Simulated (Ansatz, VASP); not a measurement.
# Ba in VASP and in Ansatz

```
Ba
1.0
     3.78111    0.00000    0.00000
     0.00000    3.78111    0.00000
     0.00000    0.00000    3.78111
Ba
1
Direct
  0.00000 0.00000 0.00000
```

Alike in both runs: task single point; functional PBEsol; k mesh 12 × 12 × 12; occupations gaussian, width 0.1 eV; no spin polarisation.

|  | VASP | Ansatz |
| --- | --- | --- |
| version | VASP 6.6.1 | Ansatz 0.2.0 |
| potentials or method | VASP PAW PBE potentials, release 64 (Ba_sv) | scalar-relativistic, plane waves, PAW |
| plane-wave cutoff (eV) | 520 | 420 |
| valence electrons in the cell | 10 | 10 |

VASP gave:

| Property | Result |
| --- | --- |
| gap on the k mesh at the Fermi level (eV) | none |
| pressure (GPa) | 0.4 |

Q: Which values does Ansatz return?

A: gap on the k mesh at the Fermi level (eV): none; pressure (GPa): 0.2.

A gap of «none» marks a metal or a gap that the smearing closes.

Caveats: the PAW data sets were made with another functional, which shifts forces and pressure a little (VASP). The runs have no spin-orbit coupling, so splittings on Ba are missing.
